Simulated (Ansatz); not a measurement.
# Al(111) / 3 layers Os(0001) / Al(111): resistance against film thickness

How does the resistance across the layers grow with the film in Al(111) / 3 layers Os(0001) / Al(111)?

Program: Ansatz 0.2.0. Level of theory: Ansatz plane-wave DFT, LDA, PAW files; ballistic transport by layer matching (Landauer), zero bias. Results are calculated unless marked as measured.

## (1) Starting point

The cell holds 11 atoms: 8 Al and 3 Os. Its edges and angles: a = 2.862 Å, b = 2.862 Å, c = 24.609 Å, α = 90.0°, β = 90.0°, γ = 120.0°. It derives from Al and Os. Regions: lead, 8 atoms (8 Al); films, 3 atoms (3 Os). The structure is stacked along c, and the current runs across the ab planes.

## (2) With 3 layers

The film is laid into the lead at the lead's in-plane lattice, and the cell closes on the lead's own image. The mesh across the current, 30×30, is finer than the density's, because channels open and close sharply across the zone. Energies from -1 to 1 eV in steps of 0.036 eV cover the slope of the Fermi function at 300 K, so the program can form a conductance.

input.yaml reads:

```yaml
crystal:
  lattice:
    - [2.862347037, 0.0, 0.0]
    - [-1.4311735185, 2.4788652485, 0.0]
    - [0.0, 0.0, 24.6086995217]
  atoms:
    - { symbol: Al, position: [0.0, 0.0, 0.0474851702] }
    - { symbol: Al, position: [0.3333333333, 0.6666666667, 0.1424555105] }
    - { symbol: Al, position: [0.6666666667, 0.3333333333, 0.2374258509] }
    - { symbol: Al, position: [0.0, 0.0, 0.3323961912] }
    - { symbol: Os, position: [0.3333333333, 0.6666666667, 0.4199209076] }
    - { symbol: Os, position: [0.6666666667, 0.3333333333, 0.5] }
    - { symbol: Os, position: [0.3333333333, 0.6666666667, 0.5800790924] }
    - { symbol: Al, position: [0.6666666667, 0.3333333333, 0.6676038088] }
    - { symbol: Al, position: [0.0, 0.0, 0.7625741491] }
    - { symbol: Al, position: [0.3333333333, 0.6666666667, 0.8575444895] }
    - { symbol: Al, position: [0.6666666667, 0.3333333333, 0.9525148298] }
kpoints:
  mp_grid: { grid: [15, 15, 1] }
hamiltonian:
  xc: lda
scf:
  occupations: { method: fermi_dirac, width: 0.1 }
output:
  transmission: { leads: [[0, 1]], kmesh: [30, 30], e_range: [-1.0, 1.0], de: 0.036 }
  write_potential: true
  write_density: true
  volumetric_format: npy
  elf: true
```

Launch:

```sh
$ ansatz run input.yaml --threads 4 --pin off --max-ram 8192MiB --backend cpu --events-out ev --progress --plain --runs-dir out
```

Numbers of over 12 decimals in the logs are rounded to 6 here.

What it wrote:

```text
Engine: ansatz 0.2.0, aarch64-unknown-linux-gnu
Pseudopotentials: kind: paw
Pseudopotential: Al, paw, valence charge 3, recommended cutoff 420 eV (normal), Al.paw.azcp
Pseudopotential: Os, paw, valence charge 16, recommended cutoff 420 eV (normal), Os.paw.azcp
Functional definition: SPW92
  exchange = slater_x
  correlation = pw_c
Crystal: 11 atoms, lattice volume = 174.608 Å³
Basis set: ecut = 420 eV, 3431 PW (Γ)
Bands: 47, of which v1, the nominal top of the filled ones, is band 36 counted from 1 (35 counted from 0)
Symmetry: 6 space group operations
Space group: P3m1 (ITA 156), of the structure as read, at distance tolerance 5.6e-5 Å
k-points: 27 of 225 (time reversal used)
Non-local potential: Al, projectors of the file, l = 0: 2, l = 1: 2, l = 2: 1
Non-local potential: Os, projectors of the file, l = 0: 3, l = 1: 2, l = 2: 2, l = 3: 1
PAW form: soft (Blöchl's): semilocal exchange-correlation on the pseudo side does not see the compensation charge
PAW frozen core: Al, regenerated for the run's functional, and the local potential with it (the file was generated under x = pbe(κ = 0.804, μ = 0.219515), c = pbe(β = 0.066725))
PAW frozen core: Os, regenerated for the run's functional, and the local potential with it (the file was generated under x = pbe(κ = 0.804, μ = 0.219515), c = pbe(β = 0.066725))
PAW one-centre angular grid: Al, 110 points (default); XC on 64 Gauss nodes
PAW one-centre angular grid: Os, 590 points (default); XC on 64 Gauss nodes
Initial density: superposition of atomic densities (neutral atoms: chi_scale 0, normalization atom), corrected by the library's trained network
Initial wavefunctions: pseudopotential atomic-orbital guess
Functional: x = slater, c = lda
SCF iter   1: F=—  HF=-37458.430624 eV  |F-HF|=—  |Δ(HF+E_count)|=         —  Δρ=1.05e-2  dr2=3.42e0  ethr=1.77e-3  ⟨swp⟩=7.7  Hψ=5355  notcnv=0  defer=7
preconditioner: auto → Kerker (q_TF=auto, 2.354 Å⁻¹)  [metal: Δε(μ)=0.019 eV  Ē_g=6.296 eV  σ=0.100 eV  W_gap=0.05  n_scr=18 (ndim 8)  ℏωp=19.5 eV  f_vac=0.000  D(μ)=5.30/eV (n_scr^D=18)]
SCF iter   2: F=—  HF=-37458.390009 eV  |F-HF|=—  |Δ(HF+E_count)|=   4.06e-2  Δρ=5.68e-3  dr2=1.31e0  ethr=1.77e-3  ⟨swp⟩=1.0  Hψ=1485  notcnv=0  defer=6
SCF iter   3: F=—  HF=-37458.367280 eV  |F-HF|=—  |Δ(HF+E_count)|=   2.27e-2  Δρ=8.11e-4  dr2=3.17e-2  ethr=1.77e-3  ⟨swp⟩=1.0  Hψ=1255  notcnv=0  defer=6
SCF iter   4: F=—  HF=-37458.366405 eV  |F-HF|=—  |Δ(HF+E_count)|=   8.75e-4  Δρ=1.68e-4  dr2=2.90e-4  ethr=4.40e-5  ⟨swp⟩=1.0  Hψ=1255  notcnv=0  defer=8
SCF iter   5: F=—  HF=-37458.366415 eV  |F-HF|=—  |Δ(HF+E_count)|=   9.95e-6  Δρ=3.90e-5  dr2=6.55e-6  ethr=4.03e-7  ⟨swp⟩=1.4  Hψ=1317  notcnv=0  defer=8
SCF iter   6: F=—  HF=-37458.366478 eV  |F-HF|=—  |Δ(HF+E_count)|=   6.27e-5  Δρ=8.61e-6  dr2=3.96e-7  ethr=9.10e-9  ⟨swp⟩=2.2  Hψ=1680  notcnv=0  defer=9
SCF iter   7: F=-37458.366478 eV  HF=-37458.366478 eV  |F-HF|=1.15e-8  |Δ(HF+E_count)|=   4.59e-8  Δρ=1.49e-6  dr2=1.28e-8  ethr=1.39e-10  ⟨swp⟩=7.6  Hψ=3330  notcnv=0
SCF 1 converged in 7 iterations: F = -37458.366478 eV  dr2 = 1.28e-8
  greatest PAW one-centre occupation: 1.000 electrons in one spin orbital (limit 2), on the Os atom at site 5 (counted from 0), in its partial waves of l = 0
transmission: 313 of 3094 steps passed
transmission: 619 of 3094 steps passed
[...]
transmission: 3094 of 3094 steps passed
SCF converged after 7 iterations
Free energy (F): -37458.366478 eV
Harris-Foulkes:  -37458.366478 eV  (|F-HF|=1.15e-8)
Internal energy: -37458.198405 eV  (E = F + TS)
E sigma→0 (E₀):  -37458.282441 eV
Entropy (-TS):   -0.168073 eV (-15.279 meV/atom)
Fermi energy:    12.041557 eV
--- Per-component energies (eV) ---
  E_band       = -685.700101
  E_kinetic    = 1870.979096
  E_local      = -52725.673764  (includes V_loc(G=0)·N_el)
  E_nonlocal   = 101.939163
  E_hartree    = 25915.932201
  E_xc         = -1109.874668
  E_vxc        = -1086.027232  (∫ρ·V_xc dr)
  E_paw        = -29788.653609  (= ΣΔE_a)
  E_vpaw       = -678.798636  (= ΣTr[D̂ρ^β])
  E_aug_tail   = -0.000236  (compensation charges beyond the density's cutoff)
  E_ewald      = 18275.619479
  E_core_change = 1.533934  (= ΣΔE_core)
  E_smearing   = -0.168073  (= −TS)
  E_closure    = -0.000000  (closes the sum)
  Σ components = -37458.366478   (vs F -37458.366478, Δ=0.00e0)
--- Band table (eV; the first three rows and the last of 27) ---
  k-point 0: bands = [... 32 lower, 10.7071, 10.7071, 11.0028, 11.0088, 12.5740, 12.5740, 13.2759, 13.4509, ... 7 higher]
  k-point 1: bands = [... 32 lower, 10.5109, 10.6756, 10.8628, 11.0897, 12.5441, 12.6668, 12.9536, 13.5133, ... 7 higher]
  k-point 2: bands = [... 32 lower, 10.2293, 10.6624, 10.7472, 11.3246, 12.4719, 12.9278, 13.0415, 13.6612, ... 7 higher]
  k-point 26: bands = [... 32 lower, 10.2887, 10.3627, 10.3797, 10.7848, 10.8874, 10.9299, 11.0571, 12.2200, ... 7 higher]
--- Transmission ---
  basis      : 61 plane waves across, 34 finite elements along
  points     : 91, standing for a mesh of 30 x 30
  filling    : by the input's occupations and mesh, since the crystals that have channels conduct as metals do. If one of these is a semiconductor, that mesh has misplaced its level
  energies   : 56 from -1.000000 to 0.980000 eV about the Fermi level, 0.036000 eV apart; the leads are filled to 0.000000 eV, and channels, transmission and decay are at 0.008000 eV
  crystal 0  : Al1, at the sites [0, 1], period 2.3371 Å, over 18.70 Å; its Hamiltonian steps by up to 18.8 meV
    offset         : up to 0.0000 Å between an atom of the period and one for which it stands
    filled         : 18.6 meV over the level at which it is neutral
    channels       : 1.381111e0 a spin
    conductance    : 1.4989e15 S/m² at 300 K; may be off by some 0.0 % by where its bands' edges are placed, 3.9 % from the k-mesh, 0.3 % from the distance to neutral
    slowest decay  : 0.0561 /Å at (0.3000, 0.3000)
  junction   : crystal 0 to crystal 0, 0.70 to 22.97 Å
    transmission   : 1.752906e-1 a spin
    conductance    : 1.9251e14 S/m² at 300 K (1.8312e14 on every other point, 1.9130e14 on every other energy)
    error estimate : 0.6 % from the energy spacing and 0.0 % from band edges of the leads and from resonances (wavevectors taken as independent; lower de), 9.4 % from the k-mesh, 17.9 % from the steps of its leads' Hamiltonians or their offsets (lay more layers), 1.5 % from the distance to neutral
    resistance     : 4.5273e-3 Ω µm² beyond half of each lead's own
```

It took 59 s on 4 threads of Arm Neoverse V2, shared host; peak memory 0.52 GiB; 3.7 min of CPU time.

This step gave:

| Property | Result |
| --- | --- |
| free energy | -37458.3665 eV |
| energy at zero smearing | -37458.2824 eV |
| Fermi energy | 12.04 eV |
| cell area | 7.095 Å² |
| step of the lead's potential | 18.8 meV |
| ballistic conductance of the lead | 1.50e15 S/m² |
| estimated errors of the lead's conductance | 0, 3.9, 0.3 % (band edges, k-mesh, distance from neutral) |
| lead conductance per cell | 1.373 G₀ |
| conductance of the junction | 1.93e14 S/m² |
| junction conductance per cell | 0.1763 G₀ |
| estimated errors of the junction's conductance | 0.6, 0, 9.4, 17.9, 1.5 % (energy step, band edges, k-mesh, leads' steps, distance from neutral) |
| area resistance that the stack adds (contact term taken off, spin by spin) | 4.527 fΩ m² |

Per spin. Transmission, zone mean against energy, zero at the Fermi level:

energy (eV), transmission, zone mean and a bar from the least value:
```
   -1.000      0.241 #########
   -0.892      0.214 ######
   -0.820      0.216 ######
   -0.712      0.196 ####
   -0.640      0.185 ###
   -0.532      0.184 ##
   -0.424      0.175 #
   -0.352      0.165 
   -0.244      0.162 
   -0.136      0.188 ###
   -0.064      0.168 #
    0.008      0.175 #
    0.044      0.183 ##
    0.116      0.212 #####
    0.224      0.267 ############
    0.332      0.320 #################
    0.404      0.319 #################
    0.512      0.364 ######################
    0.620      0.371 #######################
    0.692      0.368 #######################
    0.800      0.418 ############################
    0.836      0.434 ##############################
    0.872      0.424 #############################
    0.980      0.420 ############################
```

Per spin. Table of open channels, zone mean, lead by energy, zero at the Fermi level:

energy (eV), open channels, zone mean, lead and a bar from the least value:
```
   -1.000       1.25 
   -0.892       1.26 #
   -0.820       1.28 ##
   -0.712       1.27 #
   -0.640       1.28 ##
   -0.532       1.29 ####
   -0.424       1.25 
   -0.352       1.30 ####
   -0.244       1.31 ######
   -0.136       1.33 #######
   -0.064       1.37 ##########
    0.008       1.38 ############
    0.044       1.37 ###########
    0.116       1.42 ###############
    0.224       1.44 #################
    0.332       1.47 ####################
    0.404       1.49 ######################
    0.512       1.48 #####################
    0.620       1.51 #######################
    0.692       1.50 #######################
    0.800       1.52 ########################
    0.872       1.53 ##########################
    0.980       1.58 ##############################
```

Transmission over k1 and k2. At 0.0080 eV from the Fermi level.

Ten even steps from '_' (0.002) to '@' (0.948), each cell a mean:
```
##%%==........::==::........==**##==......--++::++--......--
::--............______..........--::....____::........____..
--......____----____..__==--____......--......________......
::........______..------::________::....::--==__________--==
::::....==________........________::--....----::..______::--
::==..__..::________________________::..__..==..++--....--++
--::..____==..______________________..--::__..::----..__..::
--....____==....______________________..::--__......--..__..
::......==::..____________....__________......--..........::
++--....::______________....::::..______________::......==**
@@%%__..__________________..::--::..__________________....%%
####==::......______________..::::....______________......==
::::::......::::....__________......____________....==......
--..__..--....::__--....______________________....--........
::::____..::::..____--::..______________________..==____..::
::++--....--++::--____::..______________________..--____..==
::::--______::..::::....==..________......__________==....::
--++--________..++--::....::________..::--::..______::......
--::::..________::::..--......____::==..::::..--::____......
::..____..______::____....::::..........______............::
++::..__..--==::==::......--**==--........::--::........::##
@@##--..--::==..::--::--..--%%@@##--..--::--::::--::--..==%%
```
Columns: k1 (b1) from -0.5 to 0.467; rows upwards: k2 (b2) from -0.5 to 0.467.

Open channels over k1 and k2. At 0.0080 eV from the Fermi level.

Ten even steps from '_' (0.33) to '@' (2.00), each cell a mean:
```
@@@@%%++@@@@@@======%%@@@@++@@%%@@@@@@@@@@@@@@++@@@@@@@@@@@@
@@**##@@@@@@@@--======**@@@@@@##@@**@@@@@@@@@@**--**@@@@@@@@
++%%@@@@@@@@++----------++++@@@@@@%%@@++@@@@@@--::--++@@@@@@
++@@@@@@##----------------------####@@@@++@@@@++..__--..@@@@
********==--------------------------************++====..@@**
==========--------------------------------------@@@@@@@@@@@@
##**--------------------------------------------@@##@@@@@@@@
--@@##------------------------------------------@@##++@@@@@@
@@%%@@@@----------------------------------------%%@@@@%%@@@@
@@**@@@@**----------------------------------------@@@@**@@@@
@@@@++@@@@==--------------------------------------++@@@@++@@
@@@@@@%%@@@@==--======================----------====%%@@@@%%
@@@@@@##@@@@##----------------------------------------@@@@##
++@@@@@@++@@@@--====----==--==------------------------++@@@@
++@@@@@@@@++@@--------------------------------------------##
**@@@@@@@@@@@@----------------------------------------------
==++@@--====%%============----------------------------======
##@@@@__--..__##@@@@##@@@@****----------------------**@@@@@@
--@@@@##--..----@@@@##++@@@@@@####----------------##@@@@@@@@
@@@@@@@@@@++__++@@@@@@@@@@++@@%%@@@@@@++--------@@@@@@@@%%++
@@@@@@@@@@@@@@##@@@@@@@@@@@@@@**@@##@@@@**------@@@@@@##**@@
@@@@@@@@++++@@--++@@++++@@@@@@@@@@%%@@++++%%----@@++++%%@@@@
```
Columns: k1 (b1) from -0.5 to 0.467; rows upwards: k2 (b2) from -0.5 to 0.467.

Electrostatic potential energy in the ca plane at fractional y = 0.333, with atoms of Al and Os within 0.2 Å of it. With pseudopotentials it is smooth inside the atoms' cores, unlike the true potential.

Ten even steps from '0' (-35 eV) to '9' (14 eV), each cell a mean:
```
89999988998755689998899988887411378888997656
99999999998577679999999999996100058999986676
99999999997588669999999999995000048999986787
99999999998666679999999999996100058999986676
89999888999766789988899987888522488878998666
78999777899988999977789865589877898656899888
67898767899999999876789853479999998535799999
78999877899988899987789865689877898656899888
```
Columns run along c (16.0 Å, from fractional 0.05 to 0.70 of the cell; values clipped at the 3rd and 97th percentile), rows up along a (2.9 Å). Atoms in or near the plane, at fractional coordinates: Al at (0.24, 0.67), Os at (0.50, 0.67), Al at (0.67, 0.67).

ELF in the ca plane at fractional y = 0.333, with atoms of Al and Os within 0.2 Å of it. It is the smooth field of the valence electrons, not physical close to the nuclei.

Ten even steps from '0' (0.05) to '9' (0.72), each cell a mean:
```
87545788777643588876654333344577544333466424
75333578788300189875433333444888844434574000
75323577788111179875322334444865943434573010
76434678788400289875433333444788844433565100
87656788777754688876654333344466544333457535
78777877766788766766775334434333343344346777
78888876666788666666785345434444443454235776
88777887766788776776775334334333343343346777
```
Columns run along c (16.0 Å, from fractional 0.05 to 0.70 of the cell), rows up along a (2.9 Å). Atoms in or near the plane, at fractional coordinates: Al at (0.24, 0.67), Os at (0.50, 0.67), Al at (0.67, 0.67).

Valence density in the ca plane at fractional y = 0.333, with atoms of Al and Os within 0.2 Å of it. It is the smooth field of the valence electrons, not physical close to the nuclei.

Values in e/Å³, 5 rows by 16 columns, each cell a mean:
```
0.2 0.1 0.2 0.2 0.2 0.2 0.2 0.2 0.3 0.5 1.4 3.7 0.6 0.4 0.3 0.1
0.2 0.1 0.2 0.2 0.1 0.2 0.2 0.1 0.2 0.3 2.8 6.9 0.8 0.3 0.2 0.1
0.2 0.1 0.2 0.2 0.2 0.2 0.2 0.2 0.3 0.5 1.4 3.7 0.6 0.4 0.3 0.1
0.2 0.2 0.2 0.2 0.2 0.2 0.2 0.2 0.5 1.0 0.4 0.5 0.6 1.0 0.3 0.2
0.2 0.2 0.2 0.2 0.2 0.2 0.2 0.2 0.5 1.0 0.4 0.5 0.6 1.0 0.3 0.2
```
Columns run along c (16.0 Å, from fractional 0.05 to 0.70 of the cell), rows up along a (2.9 Å). Atoms in or near the plane, at fractional coordinates: Al at (0.24, 0.67), Os at (0.50, 0.67), Al at (0.67, 0.67).

The lead's potential steps by 19 meV from period to period, small in itself. The program estimates the junction's conductance to 9.4 % from the k-mesh, 1.5 % from the leads' distance from neutral and 18 % from their steps.

By hand: 1/G − 1/G_lead = 1/0.1925 − 1/1.499 = 4.53 fΩ m² with G in 10¹⁵ S/m².

(Part 1 of 2 ends here.)

[Logs are printed without paths, hosts, clocks, repeated set-up lines and the standing remarks that a program may print on its own settings, such as how far it seeks lower states.]

[Hosts, paths, dates, database ids (printed as entryN), source tags and the programs' standing remarks are cut or masked in the printed files.]
